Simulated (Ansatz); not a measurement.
All-electron card of BaF$_{2}$

```
CELL_PARAMETERS angstrom
0.00000 3.12235 3.12235
3.12235 0.00000 3.12235
3.12235 3.12235 0.00000
ATOMIC_POSITIONS crystal
Ba 0.00000 0.00000 0.00000
F 0.25000 0.25000 0.25000
F 0.75000 0.75000 0.75000
```

Atom numbers follow the list: Ba1, F2, F3.

The cell was built from the fluorite type and relaxed in the same program, and has space group Fm-3m; it needn't be a known or the stable phase.

Spin–orbit coupling is left out, though it moves levels of the heavy atoms by tenths of an eV or more.

Levels of theory: DFT, PBE, all-electron LAPW, scalar-relativistic (Ansatz 0.2.0); DFT, PBE, PAW with Ansatz's default frozen-core files, scalar-relativistic (Ansatz 0.2.0).

For LAPW: a Γ-centred 11×11×11 k mesh, Fermi–Dirac smearing of 0.05 eV, basis error target 1 meV/atom, no spin polarisation. PAW takes a cutoff of 420 eV at this cell. The Ansatz runs share mesh, smearing and spin set-up. Values come from LAPW unless marked.

| Item | Value |
| --- | --- |
| Volume per atom | 20.29 Å³ |
| Pressure at this cell | 0.05 GPa |

Q: Predict this quantity. Löwdin charges (with 0.22 e of the cell spilling out of the atomic basis, so their sizes and signs hang on that basis).

A: Ba1 1.80, F2 -0.79 e.

Q: Give the computed value. Band gap.

A: 6.73 eV, indirect from the line K (0.375, 0.375, 0.75)–Γ to Γ.

Q: Smallest direct gap on the path: what does the calculation give?

A: 6.81 eV.

Q: Predict this quantity. Bader charges (from the PAW run).

A: Ba1 +1.69, F2 -0.84 e.
